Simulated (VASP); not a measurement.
## Mg2Sn: single point with PBEsol

The system is Mg2Sn.

```
Mg Sn
1.0
     0.00000    3.37058    3.37058
     3.37058    0.00000    3.37058
     3.37058    3.37058    0.00000
Mg Sn
2 1
Direct
  0.25000 0.25000 0.25000
  0.75000 0.75000 0.75000
  0.00000 0.00000 0.00000
```

The cell is a database's computed one.

- Program: VASP 6.6.1
- Task: single point
- Functional: PBEsol
- Potentials or basis: VASP PAW PBE potentials, release 64 (Mg, Sn_d)
- Cutoff: 520 eV
- k mesh: 16 × 16 × 16
- Occupations: gaussian, width 0.1 eV
- Spin: no spin polarisation
- Further INCAR settings: ALGO = Normal; EDIFF = 1e-06; NBANDS = 16

| Quantity | Value |
| --- | --- |
| Pressure | 0.0 GPa |
| Band gap on the k mesh | none (metal or under the smearing width) |

Levels at points of the mesh, in eV from the Fermi level:
```csv
k point,band 5,band 6,band 7,band 8,band 9,band 10,band 11,band 12,band 13,band 14
"(0.00, 0.00, 0.00)",-20.82,-9.14,0.02,0.02,0.02,1.43,2.20,2.20,2.20,4.15
"(0.50, 0.00, 0.00)",-20.82,-7.86,-4.82,-0.81,-0.81,0.72,2.25,2.25,3.93,6.95
"(0.50, 0.50, 0.00)",-20.82,-7.35,-4.59,-2.09,-2.09,-0.09,0.12,7.26,7.26,7.49
```

Wall time 84 s on 1 thread of AMD EPYC 9R45 96-Core Processor (Zen 5), with other jobs on the host, peak memory 0.31 GiB.

Caveat: the PAW data sets were made with another functional, which shifts forces and pressure a little; this crystal is a semiconductor, whose small gap the functional closes, so the metal is an error of the method.
